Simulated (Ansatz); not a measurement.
Crystal: SnSe.

```
CELL_PARAMETERS angstrom
0.00000 3.01000 3.01000
3.01000 0.00000 3.01000
3.01000 3.01000 0.00000
ATOMIC_POSITIONS crystal
Sn 0.00000 0.00000 0.00000
Se 0.50000 0.50000 0.50000
```

Measurements of this composition are mostly on another form, of space group No. 62.

| Property | Result |
| --- | --- |
| Program | Ansatz 0.2.0 |
| Task | relaxation of cell and atoms |
| Functional | RPBE |
| Potentials or basis | Ansatz PAW |
| Cutoff | 420 eV (not typed: the program's choice for these potentials) |
| k mesh | 8 × 8 × 8 |
| Occupations | methfessel-paxton, width 0.1 eV |
| Spin | non-collinear spin, ferromagnetic start, spin-orbit coupling |
| Starting moments | [[0.289, 0.289, 0.289], [0.0, 0.0, 0.0]] μB |

At the start: volume 27.27 Å³/atom.

Q: Where does the relaxation end?

A: It ends after 5 steps and the volume is 28.72 Å³/atom (+5.3 %); space group Fm-3m (No. 225, to 0.05 Å); moment 0.00 μB per cell.

Step by step:
| step | energy change (eV) | largest force (eV/Å) | volume (Å³) |
| --- | --- | --- | --- |
| 1 | 0.0000 | 0.0000 | 54.54 |
| 2 | -0.0188 | 0.0000 | 58.48 |
| 3 | -0.0214 | 0.0000 | 57.53 |
| 4 | -0.0214 | 0.0000 | 57.44 |
| 5 | -0.0218 | 0.0000 | 57.44 |

Final structure:
```
Sn Se
1.0
     0.00000    3.06236    3.06236
     3.06236    0.00000    3.06236
     3.06236    3.06236    0.00000
Sn Se
1 1
Direct
  0.00000 0.00000 0.00000
  0.50000 0.50000 0.50000
```

Caveat: the plane-wave basis is chosen anew once the cell has moved, so the energies of steps on either side of that aren't comparable; the PAW data sets come from PBE, with cores solved anew for the run's functional, which leaves a small shift of forces and pressure; the starting moments weren't kept.
